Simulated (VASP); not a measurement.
WS2: equation of state with LDA

Slab: WS2, a slab with vacuum.

```
W S
1.0
     3.12837    0.00000    0.00000
    -1.56419    2.70925    0.00000
     0.00000    0.00000   16.96124
W S
1 2
Direct
  0.00000 0.00000 0.00000
  0.33333 0.66667 0.09207
  0.33333 0.66667 0.90793
```

* Program: VASP 6.6.1
* Task: equation of state
* Functional: LDA
* Potentials or basis: VASP PAW LDA potentials, release 64 (W_sv, S)
* Cutoff: 520 eV
* k mesh: 8 × 8 × 2
* Occupations: gaussian, width 0.02 eV
* Spin: no spin polarisation

```
Equilibrium volume                        : 47.93 Å³/atom
Bulk modulus at fixed shape and positions : 63 GPa
Pressure derivative of the bulk modulus   : 4.4 (rough: it moves with the points fitted)
```

Energy against volume, from the lowest point:
| volume (Å³/atom) | energy (meV/atom) |
| --- | --- |
| 46.002 | 16.45 |
| 46.960 | 4.00 |
| 47.919 | 0.00 |
| 48.877 | 3.61 |
| 49.835 | 14.04 |

All runs of the series together: 4.5 min on 1 thread of Intel(R) Xeon(R) Platinum 8488C (Sapphire Rapids), on a shared host.

Caveat: the cell was scaled at fixed shape and fractional positions, which overstates the stiffness of a crystal with free parameters, most of all of layers and chains. The run has no spin-orbit coupling, so splittings on W are missing.
